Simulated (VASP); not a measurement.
# Settings for AgCl: forces in the RPA

AgCl, P1 (no. 1), 2 atoms in the cell. PBE, RPA forces; PAW potentials Ag_GW, Cl_GW (PBE set). VASP 6.6.1.

Wanted: RPA forces within 0.02 eV/Å.

POSCAR:
```
AgCl
1.0
    0.0000000000      2.7350000000      2.7350000000
    2.7350000000      0.0000000000      2.7350000000
    2.7350000000      2.7350000000      0.0000000000
Ag Cl
1 1
Direct
   -0.0137100000      0.0264880000     -0.0037400000
    0.4914230000      0.4951340000      0.4960190000
```

The series start from Plane-wave cutoff ENCUT (eV): 300; k mesh: 2x2x2; Frequency points NOMEGA: 10; FFT grid for exchange (PRECFOCK): Normal; NTAUPAR: by MAXMEM. Each series keeps the choices made before it, and each single choice may use up half of a tolerance. Times cover all steps of a run.

## Plane-wave cutoff ENCUT (eV)

| Plane-wave cutoff ENCUT (eV) | RPA forces, largest deviation (eV/Å) | Time (s) |
|---|---|---|
| 200 | 0.013 | 99 |
| 250 | 0.016 | 123 |
| 300 | 0.000 | 173 |
| 350 (reference) | 0.000 | 185 |

Chosen: 300, the loosest value from which every tighter one stays within half of the tolerance.

## k mesh

| k mesh | RPA forces, largest deviation (eV/Å) | Time (s) |
|---|---|---|
| 1x1x1 | 1.019 | 75 |
| 2x2x2 | 0.150 | 173 |
| 3x3x3 (reference) | 0.000 | 435 |

Chosen: 3x3x3; the next looser run is off by more than half of the tolerance, so convergence isn't shown beyond this value.

## Frequency points NOMEGA

| Frequency points NOMEGA | RPA forces, largest deviation (eV/Å) | Time (s) |
|---|---|---|
| 4 | 0.005 | 245 |
| 6 | 0.002 | 337 |
| 8 | 0.000 | 330 |
| 10 | 0.000 | 435 |
| 14 (reference) | 0.000 | 532 |

Chosen: 4.

## FFT grid for exchange (PRECFOCK)

| FFT grid for exchange (PRECFOCK) | RPA forces, largest deviation (eV/Å) | Time (s) |
|---|---|---|
| Normal | 0.000 | 245 |
| Fast | 0.016 | 124 |

Chosen: Normal; no other choice that stays within half of the tolerance saves 30 % of the time.

## NTAUPAR

| NTAUPAR | RPA forces, largest deviation (eV/Å) | Time (s) |
|---|---|---|
| by MAXMEM | 0.000 | 245 |
| 1 | 0.000 | 354 |
| 2 | 0.000 | 264 |

Chosen: by MAXMEM.

## All choices together

| Input | RPA forces, largest deviation (eV/Å) | Time (s) |
|---|---|---|
| defaults (naive) | 0.145 | 101 |
| chosen settings | 0.003 | 245 |
| reference settings throughout | 0.000 | 529 |

The chosen settings stay within the tolerance of the reference run, but the reference itself isn't shown to be converged in: k mesh.

Values of the reference run: RPA forces: -0.1642, 0.02473, -0.1326, 0.162, -0.02361, 0.1315 eV/Å.

## The input

INCAR.step1:
```
SYSTEM = AgCl
ALGO = Normal ; EDIFF = 1E-8
ENCUT = 300 ; GGA = PE
ISMEAR = 0 ; LASPH = .TRUE.
LCHARG = .FALSE. ; LREAL = .FALSE.
LWAVE = .TRUE. ; PREC = Accurate
SIGMA = 0.05
```

INCAR.step2:
```
SYSTEM = AgCl
ALGO = RPAR ; EDIFF = 1E-8
ENCUT = 300 ; GGA = PE
ISIF = 0 ; ISMEAR = 0
LASPH = .TRUE. ; LCHARG = .FALSE.
LFOCKSTD = .TRUE. ; LOPTICS = .TRUE.
LREAL = .FALSE. ; LRPAFORCE = .TRUE.
LWAVE = .FALSE. ; MAXMEM = 3500
NOMEGA = 4 ; PREC = Accurate
PRECFOCK = Normal ; SIGMA = 0.05
```

KPOINTS:
```
Automatic mesh
0
Gamma
  3 3 3
  0 0 0
```

Commands (each step's output is kept before the next begins):
```
cat potpaw_PBE.64/Ag_GW/POTCAR potpaw_PBE.64/Cl_GW/POTCAR > POTCAR
cp INCAR.step1 INCAR
mpirun -np 8 vasp_std > vasp.out
cp INCAR.step2 INCAR
mpirun -np 8 vasp_std > vasp.out
```

The chosen input took VASP 6.6.1 245 s on 8 cores (AMD EPYC 9R45 (Zen 5)), a shared host.

## An input that fails: ALGO = ACFDT

VASP's message: Currently RPA forces (LRPAFORCES = .TRUE.) can be calculated only with the formalism of euclidean quantum field theory (imaginary time Greens functions). That is, only ALGO = RPAR[K] | G0W0R[K] or similar options are ….

Changes against the starting input:
```
(step 2)
- ALGO = RPAR
+ ALGO = ACFDT
```
